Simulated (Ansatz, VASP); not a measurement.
Given: the input of a run of VASP 6.6.1 on NiO.

INCAR

```
SYSTEM = NiO
PREC     = Accurate       ! precision mode
ENCUT    = 520            ! plane-wave cutoff, eV
EDIFF    = 1E-6           ! SCF threshold, eV
ISMEAR   = -1             ! smearing method
SIGMA    = 0.05           ! smearing width, eV
LREAL    = .FALSE.        ! projectors in reciprocal space
LASPH    = .TRUE.         ! aspherical terms in the spheres
NELM     = 150            ! most SCF steps
ALGO     = Normal         ! electronic algorithm
ISIF     = 2              ! what is computed and relaxed
LWAVE    = .FALSE.        ! write WAVECAR
LCHARG   = .FALSE.        ! write CHGCAR
ISPIN    = 2              ! spin polarisation
MAGMOM   = 2.5 0          ! initial moments
LORBIT   = 11             ! projections on sites
LMAXMIX  = 4              ! l up to which the mixer works
GGA      = PE             ! functional
```

Contents of KPOINTS:

```
regular mesh
0
G
  11 11 11
  0 0 0
```

File POSCAR:

```
NiO
1.0
    0.0000000000      2.0859016414      2.0859016414
    2.0859016414      0.0000000000      2.0859016414
    2.0859016414      2.0859016414      0.0000000000
Ni O
1 1
Direct
    0.0000000000      0.0000000000      0.0000000000
    0.5000000000      0.5000000000      0.5000000000
```

Potentials or basis: VASP PAW PBE potentials, release 64 (Ni, O).

Command:

```console
$ cat potpaw_PBE.64/Ni/POTCAR potpaw_PBE.64/O/POTCAR > POTCAR
$ mpirun -np 1 vasp_std > vasp.out
```

Problem. Set up the same calculation for Ansatz 0.2.0. Potentials there: Ansatz PAW.

Solution. As run (the cutoff follows the program's own potentials):

The input input.yaml:

```yaml
crystal:
  lattice:
    - [0.0, 2.0859016414, 2.0859016414]
    - [2.0859016414, 0.0, 2.0859016414]
    - [2.0859016414, 2.0859016414, 0.0]
  atoms:
    - { symbol: Ni, position: [0.0, 0.0, 0.0], spin: 1.0 }
    - { symbol: O, position: [0.5, 0.5, 0.5] }
hamiltonian:
  xc: pbe
  pseudopotentials: { kind: paw }
magnetization:
  spin_polarized: true
kpoints:
  mp_grid: { grid: [11, 11, 11] }
scf:
  occupations: { method: fermi_dirac, width: 0.05 }
output:
  forces: true
  stress: true
  eigenvalues: true
```

Potentials or basis: Ansatz PAW.

Run with:

```console
$ ansatz run input.yaml --threads 1 --pin off --max-ram 3584MiB --backend cpu --events-out ev --progress --plain --runs-dir out
```

Both were run:

|  | VASP | Ansatz | Ansatz less VASP |
| --- | --- | --- | --- |
| gap on the k mesh at the Fermi level (eV) | none | none | - |
| pressure (GPa) | 5.2 | 5.7 | +0.47 |
| net moment per atom (μB) | 0.84 | 0.86 | +0.028 |
| size of the moment on the site where the two differ most (μB) | 0.25 | 0.27 | +0.026 |

Site moments also hang on the region over which each program counts them. A gap of «none» marks a metal or a gap that the smearing closes. The two sets of potentials don't hold the same shells in valence.

Caveats: a cell with one magnetic atom can't hold antiferromagnetic order, which such compounds often take; semilocal functionals often make such compounds metallic where correlation or magnetic order opens a gap, which also shifts bond lengths; the pressure holds a Pulay correction of +0.7 GPa for the finite cutoff (Ansatz). With open d or f shells a metallic result of PBE can be an artefact of self-interaction; +U or a hybrid may open a gap.
